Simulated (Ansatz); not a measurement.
From the elastic tensor of AlP to moduli and sound speeds

All numbers below come from DFT PBE0, scalar-relativistic, plane waves, PAW in Ansatz 0.2.0. Plane waves to 420 eV; Γ-centred k mesh 6×6×6; fixed occupations. No spin polarisation.

Symmetry: F-43m, No. 216, cubic system. The conventional cell has a = 5.474 Å, b = 5.474 Å, c = 5.474 Å, α = 90.00°, β = 90.00°, γ = 90.00°. Around Al (site symmetry -43m) lie 4 P at 2.37 Å. P (site symmetry -43m) is surrounded by 4 Al at 2.37 Å.

The cell is the ideal cubic zincblende prototype.

Relaxed-ion constants (GPa, on the Cartesian axes of the calculation):
```
138.6  68.0  68.0   0.0   0.0   0.0
 68.0 138.6  68.0   0.0   0.0   0.0
 68.0  68.0 138.6   0.0   0.0   0.0
  0.0   0.0   0.0  66.3   0.0   0.0
  0.0   0.0   0.0   0.0  66.3   0.0
  0.0   0.0   0.0   0.0   0.0  66.3
```

Density 2.347 g/cm³; 2 atoms in 41.01 Å³.

The values that follow are for a polycrystal of randomly turned grains, by Hill's mean where one number stands.

With S = C⁻¹: B_V = (C11+C22+C33+2(C12+C13+C23))/9, G_V = (C11+C22+C33−C12−C13−C23+3(C44+C55+C66))/15, 1/B_R = S11+S22+S33+2(S12+S13+S23), 15/G_R = 4(S11+S22+S33−S12−S13−S23)+3(S44+S55+S66); Hill is their mean. Then v_l = √((B+4G/3)/ρ), v_t = √(G/ρ), v_m = [(2/v_t³+1/v_l³)/3]^(−1/3) and Θ = (ħ/k_B)·v_m·(6π²n/V)^(1/3) for n atoms in the volume V; E = 9BG/(3B+G), ν = (3B−2G)/(2(3B+G)) and A^U = 5G_V/G_R + B_V/B_R − 6.

```json
{
 "Bulk modulus, Voigt / Reuss / Hill": "91.6 / 91.6 / 91.6 GPa",
 "Shear modulus, Voigt / Reuss / Hill": "53.9 / 49.1 / 51.5 GPa",
 "Young's modulus": "130 GPa",
 "Poisson ratio": "0.263",
 "Pugh ratio B/G": "1.78",
 "Universal anisotropy index": "0.49",
 "Longitudinal and transverse sound speeds": "8263 and 4684 m/s",
 "Debye temperature from the mean sound speed": "567 K"
}
```

Cost: 1 run of about 11 core-minutes, on AMD EPYC 9R45 (Zen 5) (shared hosts).